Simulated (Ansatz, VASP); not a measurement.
# Te2Mo in VASP and in Ansatz

File INCAR:

```
PREC = Accurate
ENCUT = 600
EDIFF = 1E-6
ISMEAR = -1
SIGMA = 0.05
LREAL = F
LASPH = T
NELM = 80
ALGO = Fast
ISIF = 3
LWAVE = F
LCHARG = F
GGA = RE
IVDW = 13
IBRION = 2
NSW = 60
EDIFFG = -0.01
```

File KPOINTS:

```
regular mesh
0
Gamma
  7 7 2
```

File POSCAR:

```
Te2Mo
1.0
    3.5182000000      0.0000000000      0.0000000000
   -1.7591000000      3.0468505756      0.0000000000
    0.0000000000      0.0000000000     13.9736000000
Te Mo
4 2
Direct
    0.6666666667      0.3333333333      0.3790000000
    0.3333333333      0.6666666667      0.8790000000
    0.6666666667      0.3333333333      0.1210000000
    0.3333333333      0.6666666667      0.6210000000
    0.6666666667      0.3333333333      0.7500000000
    0.3333333333      0.6666666667      0.2500000000
```

The input input.yaml:

```yaml
crystal:
  lattice:
    - [3.5182, 0.0, 0.0]
    - [-1.7591, 3.0468505756, 0.0]
    - [0.0, 0.0, 13.9736]
  atoms:
    - { symbol: Te, position: [0.6666666667, 0.3333333333, 0.379] }
    - { symbol: Te, position: [0.3333333333, 0.6666666667, 0.879] }
    - { symbol: Te, position: [0.6666666667, 0.3333333333, 0.121] }
    - { symbol: Te, position: [0.3333333333, 0.6666666667, 0.621] }
    - { symbol: Mo, position: [0.6666666667, 0.3333333333, 0.75] }
    - { symbol: Mo, position: [0.3333333333, 0.6666666667, 0.25] }
hamiltonian:
  xc: revpbe
  pseudopotentials: { kind: paw }
  dispersion: d4
kpoints:
  mp_grid: { grid: [7, 7, 2] }
scf:
  occupations: { method: fermi_dirac, width: 0.05 }
output:
  forces: true
  stress: true
  eigenvalues: true
  write_density: true
  write_potential: true
  elf: true
  volumetric_format: npy
relax:
  f_tol: 0.01
  max_steps: 40
  cell: { stress_tol: 0.05 }
```

Alike in both runs: task relaxation of cell and atoms; functional revPBE; dispersion D4; k mesh 7 × 7 × 2; occupations fermi-dirac, width 0.05 eV; no spin polarisation.

|  | VASP | Ansatz |
| --- | --- | --- |
| version | VASP 6.6.1 | Ansatz 0.2.0 |
| potentials or method | VASP PAW PBE potentials, release 64 (Te, Mo_sv) | Ansatz PAW |
| plane-wave cutoff (eV) | 600 | 420 |
| valence electrons in the cell | 52 | 92 |

|  | VASP | Ansatz | Ansatz less VASP |
| --- | --- | --- | --- |
| gap on the k mesh at the Fermi level, each at its own relaxed structure (eV) | 0.69 | 0.70 | +0.011 |
| relaxed volume (Å³/atom) | 23.76 | 23.76 | +0.004 |
| relaxed cell length with the largest relative difference (Å) | 13.543 | 13.552 | +0.0090 |
| energy change over the relaxation (meV/atom) | -10 | -9 | +0.7 |

The two sets of potentials don't hold the same shells in valence.

Caveats: spin-orbit coupling is left out, which moves the levels of the heavy elements; the PAW data sets were made with another functional, which shifts forces and pressure a little (VASP); an odd mesh through Γ misses points on the zone boundary, where band edges often lie (VASP); odd divisions of the mesh miss points on the zone boundary, where band edges often lie, so the gap on the mesh can be too wide (Ansatz); the plane-wave basis is chosen anew once the cell has moved, so the energies of steps on either side of that aren't comparable (Ansatz); the PAW data sets come from PBE, with cores solved anew for the run's functional, which leaves a small shift of forces and pressure (Ansatz). As with any semilocal functional, this revPBE gap is likely too small.
